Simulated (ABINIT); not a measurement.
Here is an ABINIT 10.8.3 (patched build) calculation.

File run.abi:

```
# Datasets: ground state, then fixed potential
ndtset 2

# Pseudopotentials
pp_dirpath "./"
pseudos "Bi.GGA_PBE-JTH.xml"

# Structure
acell 3.4319383527 3.4319383527 3.4319383527 Angstrom
rprim
    -0.5773502692     0.5773502692     0.5773502692
     0.5773502692    -0.5773502692     0.5773502692
     0.5773502692     0.5773502692    -0.5773502692
ntypat 1
znucl 83
natom 1
typat 1
xred
     0.0000000000     0.0000000000     0.0000000000

# Plane-wave basis
ecut 408.170794 eV
pawecutdg 30.0

# Exchange and correlation
ixc -106131

# Bands and occupations
occopt 3
tsmear 0.05 eV

# Spin
nspinor 2
nspden 1
pawspnorb 1

# SCF cycle
nstep 100

# Output
iomode 3
prtwf 0
prteig 0
prtebands 0
enunit 1
prtden1 1
prtvha1 1
prtvclmb1 1
prtpot1 1

# Dataset 1
kptopt1 4
ngkpt1 9 9 9
nshiftk1 1
shiftk1 0.0 0.0 0.0
nband1 24
tolvrs1 1.0e-9

# Dataset 2: bands along G-H-N-G-P-H
iscf2 -2
getden2 1
nband2 32
nbdbuf2 2
tolwfr2 1.0e-12
kptopt2 -5
ndivsm2 6
prteig2 1
prtvol2 -3
kptbounds2
     0.0000000000     0.0000000000     0.0000000000
     0.5000000000    -0.5000000000     0.5000000000
     0.0000000000     0.0000000000     0.5000000000
     0.0000000000     0.0000000000     0.0000000000
     0.2500000000     0.2500000000     0.2500000000
     0.5000000000    -0.5000000000     0.5000000000
```

Potentials or basis: JTH PAW PBE v2.0.

Run with:

```sh
$ abinit run.abi > log 2>&1
```

(1) What does it give for the band gap on the k mesh?

Answers

(1) none (metal or under the smearing width).
